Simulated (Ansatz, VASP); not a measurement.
This is a calculation of GaN for VASP 6.6.1.

The input INCAR:

```
PREC = Accurate ; ENCUT = 520
EDIFF = 1E-6 ; ISMEAR = -1
SIGMA = 0.05 ; LREAL = F
LASPH = T ; NELM = 100
ALGO = Normal ; ISIF = 2
LWAVE = F ; LCHARG = F
GGA = PE ; NBANDS = 26
```

The input KPOINTS:

```
Automatic mesh
0
Gamma
  10 10 5
```

Contents of POSCAR:

```
GaN
1.0
    3.1586570750      0.0000000000      0.0000000000
   -1.5793285375      2.7354772688      0.0000000000
    0.0000000000      0.0000000000      5.1313278144
Ga N
2 2
Direct
    0.6666666667      0.3333333333      0.5000000000
    0.3333333333      0.6666666667      0.0000000000
    0.6666666667      0.3333333333      0.8750000000
    0.3333333333      0.6666666667      0.3750000000
```

Potentials or basis: VASP PAW PBE potentials, release 64 (Ga_d, N).

Run with:

```console
$ cat potpaw_PBE.64/Ga_d/POTCAR potpaw_PBE.64/N/POTCAR > POTCAR
$ mpirun -np 1 vasp_std > vasp.out
```

**Question.** Set up the same calculation for Ansatz 0.2.0. Potentials there: all-electron LAPW, scalar-relativistic.

**Answer.** As run (the cutoff follows the program's own potentials):

input.yaml

```yaml
crystal:
  lattice:
    - [3.158657075, 0.0, 0.0]
    - [-1.5793285375, 2.7354772688, 0.0]
    - [0.0, 0.0, 5.1313278144]
  atoms:
    - { symbol: Ga, position: [0.6666666667, 0.3333333333, 0.5] }
    - { symbol: Ga, position: [0.3333333333, 0.6666666667, 0.0] }
    - { symbol: "N", position: [0.6666666667, 0.3333333333, 0.875] }
    - { symbol: "N", position: [0.3333333333, 0.6666666667, 0.375] }
kpoints:
  mp_grid: { grid: [10, 10, 5] }
scf:
  occupations: { method: fermi_dirac, width: 0.05 }
hamiltonian:
  xc: pbe
  pseudopotentials: { kind: all_electron, lapw: { basis_error: 0.001 } }
output:
  forces: true
  stress: true
  eigenvalues: true
```

Potentials or basis: all-electron LAPW, scalar-relativistic.

Run with:

```sh
$ ansatz run input.yaml --threads 2 --pin off --max-ram 6144MiB --backend cpu --events-out ev --progress --plain --runs-dir out
```

Both were run:

|  | VASP | Ansatz | Ansatz less VASP |
| --- | --- | --- | --- |
| gap on the k mesh at the Fermi level (eV) | 2.11 | 2.12 | +0.009 |
| least direct gap on the mesh (eV) | 2.11 | 2.12 | +0.009 |
| pressure (GPa) | 11.6 | 11.5 | -0.14 |
| largest component of the traceless stress (GPa) | 1.57 | 1.56 | -0.013 |
| rms of the force components (eV/Å) | 0.081 | 0.082 | +0.0012 |

Atom by atom the forces differ by 0.001 eV/Å (rms over components). Ansatz ran all-electron here, so the differences hold the error of VASP's frozen core and of both bases.
